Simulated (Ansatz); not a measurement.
# GaAs (F-43m) in Ansatz: further runs

One crystal, GaAs, is run at these levels: PBE; tasks: single point.

Everything below comes from runs of Ansatz 0.2.0. Logs are shortened: lines on timing, memory, paths and dates and some standing lists are left out, and cuts for length are marked.

**Measured values to compare with.**

“Evidence of valence band perturbations in GaAsN/GaAs(001): A combined variable-angle spectroscopic ellipsometry and modulated photoreflectance investigation”, 2008, arxiv:0805.2212 reports, for a bulk crystal of GaAs at 300 K: band gap 1.418 ± 0.005 eV (direct).

The runs below are set against these values where they give the same quantity.

## Step 1: Starting point

It takes space group F-43m (No. 216, cubic). Conventional cell: a = 5.654 Å, b = 5.654 Å, c = 5.654 Å, α = 90.00°, β = 90.00°, γ = 90.00°. As (site symmetry -43m) has 4 Ga at 2.45 Å as nearest neighbours. Ga (site symmetry -43m) has 4 As at 2.45 Å as nearest neighbours.

## Step 2: Single point, PBE

The input, input.yaml:

```yaml
crystal:
  lattice:
    - [0.0, 2.82685, 2.82685]
    - [2.82685, 0.0, 2.82685]
    - [2.82685, 2.82685, 0.0]
  atoms:
    - { symbol: As, position: [0.75, 0.75, 0.75] }
    - { symbol: Ga, position: [0.0, 0.0, 0.0] }
hamiltonian:
  xc: pbe
  pseudopotentials: { kind: paw }
kpoints:
  mp_grid: { grid: [8, 8, 8] }
scf:
  occupations: { method: gaussian, width: 0.013 }
output:
  forces: true
  stress: true
  eigenvalues: true
```

Potentials or basis: Ansatz PAW.

Run with:

```
$ ansatz run input.yaml --threads 2 --pin off --max-ram 5632MiB --backend cpu --events-out ev --progress --plain --runs-dir out
```

Standard output:

```text
Warning: RAYON_NUM_THREADS=2 ignored (pool sized by the plan → 2); use --threads N
Engine: ansatz 0.2.0, x86_64-unknown-linux-gnu
Pseudopotentials: kind: paw
Pseudopotential: As, paw, valence charge 15, recommended cutoff 420 eV (normal), As.paw.azcp
Pseudopotential: Ga, paw, valence charge 13, recommended cutoff 420 eV (normal), Ga.paw.azcp
Functional definition: PBE
  parameter kappa = 0.804
  parameter beta = 0.06672455060314922
  exchange = pbe_x(kappa = kappa, mu = beta*pi^2/3)
  correlation = pbe_c(beta = beta)
Crystal: 2 atoms, lattice volume = 45.179 Å³
Basis set: ecut = 420 eV, 893 PW (Γ), exchange–correlation on 54×54×54 points (8 copies of the dense FFT grid, shifted against one another)
Bands: 18, of which v1, the nominal top of the filled ones, is band 14 counted from 1 (13 counted from 0)
Symmetry: 24 space group operations
Space group: F-43m (ITA 216), of the structure as read, at distance tolerance 3.6e-5 Å
k-points: 29 of 512 (time reversal used)
Non-local potential: As, projectors of the file, l = 0: 2, l = 1: 2, l = 2: 3, l = 3: 1
Non-local potential: Ga, projectors of the file, l = 0: 2, l = 1: 2, l = 2: 3, l = 3: 1
PAW form: soft (Blöchl's): semilocal exchange-correlation on the pseudo side does not see the compensation charge
PAW one-centre angular grid: As, 590 points (default); XC on 64 Gauss nodes
PAW one-centre angular grid: Ga, 590 points (default); XC on 64 Gauss nodes
Initial density: superposition of atomic densities (neutral atoms: chi_scale 0, normalization atom), corrected by the library's trained network
Initial wavefunctions: pseudopotential atomic-orbital guess
Functional: x = pbe(κ = 0.804, μ = 0.2195149727645171), c = pbe(β = 0.06672455060314922)
SCF iter   1: F=—  HF=-8639.834936 eV  |F-HF|=—  |Δ(HF+E_count)|=         —  Δρ=1.78e-3  dr2=2.37e-3  ethr=1.77e-3  ⟨swp⟩=6.1  Hψ=2459  notcnv=0
preconditioner: auto → none  [insulator: Δε(μ)=0.507 eV  Ē_g=15.490 eV  σ=0.013 eV  W_gap=1.00  n_scr=14 (ndim 8)  ℏωp=23.4 eV  f_vac=0.086  D(μ)=0.00/eV (n_scr^D=0)  ε∞_Penn≈3.3]
SCF iter   2: F=—  HF=-8639.834088 eV  |F-HF|=—  |Δ(HF+E_count)|=   8.47e-4  Δρ=8.31e-4  dr2=2.79e-4  ethr=8.47e-6  ⟨swp⟩=2.0  Hψ=1133  notcnv=0
SCF iter   3: F=—  HF=-8639.834022 eV  |F-HF|=—  |Δ(HF+E_count)|=   6.67e-5  Δρ=2.59e-4  dr2=3.54e-5  ethr=9.96e-7  ⟨swp⟩=2.0  Hψ=899  notcnv=0
SCF iter   4: F=—  HF=-8639.834044 eV  |F-HF|=—  |Δ(HF+E_count)|=   2.20e-5  Δρ=1.33e-4  dr2=1.07e-5  ethr=1.27e-7  ⟨swp⟩=2.0  Hψ=744  notcnv=0
SCF iter   5: F=—  HF=-8639.834051 eV  |F-HF|=—  |Δ(HF+E_count)|=   7.15e-6  Δρ=3.74e-5  dr2=6.78e-7  ethr=3.83e-8  ⟨swp⟩=2.0  Hψ=638  notcnv=0
SCF iter   6: F=-8639.834051 eV  HF=-8639.834051 eV  |F-HF|=3.52e-9  |Δ(HF+E_count)|=   4.93e-7  Δρ=5.76e-6  dr2=2.08e-8  ethr=3.57e-10  ⟨swp⟩=5.2  Hψ=2374  notcnv=0
SCF 1 converged in 6 iterations: F = -8639.834051 eV  dr2 = 2.08e-8
SCF converged after 6 iterations
Free energy (F): -8639.834051 eV
Harris-Foulkes:  -8639.834051 eV  (|F-HF|=3.52e-9)
Internal energy: -8639.834051 eV  (E = F + TS)
E sigma→0 (E₀):  -8639.834051 eV
Fermi energy:    8.442069 eV
--- Per-component energies (eV) ---
  E_band       = -311.945985
  E_kinetic    = 219.488383
  E_local      = -3915.503723  (includes V_loc(G=0)·N_el)
  E_nonlocal   = -245.780641
  E_hartree    = 1973.459777
  E_xc         = -148.501266
  E_vxc        = -137.536833  (∫ρ·V_xc dr)
  E_paw        = -3824.268657  (= ΣΔE_a)
  E_vpaw       = -179.534077  (= ΣTr[D̂ρ^β])
  E_aug_tail   = -0.000138  (compensation charges beyond the density's cutoff)
  E_ewald      = -2698.727786
  E_smearing   = -0.000000  (= −TS)
  E_closure    = 0.000000  (closes the sum)
  Σ components = -8639.834051   (vs F -8639.834051, Δ=0.00e0)
--- Forces (eV/Å), atoms counted from 1 ---
  atom   1  As     0.00000000     0.00000000    -0.00000000
  atom   2  Ga    -0.00000000     0.00000000    -0.00000000
  max |Σ_I F_I| component: 2.22e-16 eV/Å
--- Stress (GPa, compression-positive) ---
        3.269533      -0.000000      -0.000000
       -0.000000       3.269533       0.000000
        0.000000       0.000000       3.269533
  P = ⅓ Tr σ = 3.2695 GPa (32.695 kbar)
--- Band table (eV; the first three rows and the last of 29) ---
  k-point 0: bands = ["-26.9504", "-26.9504", "-26.9504", "-26.9407", "-26.9407", "-6.5990", "-6.5990", "-6.5990", "-6.5200", "-6.5200", "-4.5435", "8.1841", "8.1841", "8.1841", "8.6996", "11.9233", "11.9233", "11.9233"]
  k-point 1: bands = ["-26.9504", "-26.9503", "-26.9503", "-26.9406", "-26.9406", "-6.6128", "-6.5954", "-6.5954", "-6.5202", "-6.5202", "-4.3607", "6.2225", "7.9485", "7.9485", "9.7759", "12.2707", "12.2707", "12.3830"]
  k-point 2: bands = ["-26.9503", "-26.9500", "-26.9500", "-26.9406", "-26.9406", "-6.6429", "-6.5876", "-6.5876", "-6.5198", "-6.5198", "-3.8508", "4.0492", "7.5071", "7.5071", "9.6371", "12.7887", "12.7887", "14.1408"]
  k-point 28: bands = ["-26.9501", "-26.9497", "-26.9486", "-26.9408", "-26.9401", "-6.6993", "-6.5672", "-6.5546", "-6.5307", "-6.5164", "-1.9853", "1.5602", "4.6533", "4.8464", "12.8072", "12.9081", "13.5996", "14.2334"]
```

It took 5.4 s on 2 threads of Intel Xeon at 2.50GHz (Skylake/Cascade Lake), shared host; peak memory 0.35 GiB.

Results:

* Free energy: -8639.8341 eV
* Pressure: 3.3 GPa
* Band gap on the k mesh: 0.52 eV, direct

Levels at points of the mesh, in eV from the valence-band top:
```
             k point  band 12  band 13  band 14  band 15  band 16  band 17
  (0.00, 0.00, 0.00)     0.00     0.00     0.00     0.52     3.74     3.74
 (0.00, 0.00, -0.50)    -6.63    -1.14    -1.14     1.00     4.64     4.64
(0.00, -0.50, -0.50)    -6.81    -2.67    -2.67     1.47     1.66    10.17
```

## Step 3: Single point, PBE

input.yaml, as its differences from that of step 2:

```diff
@@ -14,3 +14,3 @@
 scf:
-  occupations: { method: gaussian, width: 0.013 }
+  occupations: { method: gaussian, width: 0.014 }
 output:
```

Potentials or basis: Ansatz PAW.

Run with:

```
$ ansatz run input.yaml --threads 2 --pin off --max-ram 5632MiB --backend cpu --events-out ev --progress --plain --runs-dir out
```

Run time: 4.5 s. Hardware: 2 threads of Intel Xeon at 2.50GHz (Skylake/Cascade Lake), shared host; peak memory 0.35 GiB.

The run converged. Its results:

```yaml
Free_energy: -8639.8341 eV
Pressure: 3.3 GPa
Band_gap_on_the_k_mesh: 0.52 eV, direct
```

Levels at points of the mesh, in eV from the valence-band top:
| k point | band 10 | band 11 | band 12 | band 13 | band 14 | band 15 | band 16 | band 17 | band 18 |
| --- | --- | --- | --- | --- | --- | --- | --- | --- | --- |
| (0.00, 0.00, 0.00) | -14.70 | -12.73 | 0.00 | 0.00 | 0.00 | 0.52 | 3.74 | 3.74 | 3.74 |
| (0.00, 0.00, -0.50) | -14.70 | -10.96 | -6.63 | -1.14 | -1.14 | 1.00 | 4.64 | 4.64 | 7.76 |
| (0.00, -0.50, -0.50) | -14.69 | -10.23 | -6.81 | -2.67 | -2.67 | 1.47 | 1.66 | 10.17 | 10.17 |

## Step 4: Comparison with measurements

Step 2. Measured gap of GaAs: 1.418 eV (direct; 300 K; “Evidence of valence band perturbations in GaAsN/GaAs(001): A combined variable-angle spectroscopic ellipsometry and modulated photoreflectance investigation”, 2008, arxiv:0805.2212). This calculation gives 0.52 eV (-0.90 eV). 3 values of this kind are on record (1.412 to 1.51 eV); this one was drawn at random among those near their median, those with a stated uncertainty first. Spin-orbit coupling on As, Ga is left out. The value is that of PBE on a finite k mesh, which can miss the band edges, without temperature or zero-point motion. Semilocal functionals fall short of measured gaps as a rule.

Step 3. Against the measured gap of GaAs, 1.418 eV (direct; 300 K; “Evidence of valence band perturbations in GaAsN/GaAs(001): A combined variable-angle spectroscopic ellipsometry and modulated photoreflectance investigation”, 2008, arxiv:0805.2212), the calculated 0.52 eV is off by -0.90 eV. 3 values of this kind are on record (1.412 to 1.51 eV); this one was drawn at random among those near their median, those with a stated uncertainty first. Spin-orbit coupling on As, Ga is left out. The value is that of PBE on a finite k mesh, which can miss the band edges, without temperature or zero-point motion. Semilocal functionals fall short of measured gaps as a rule.
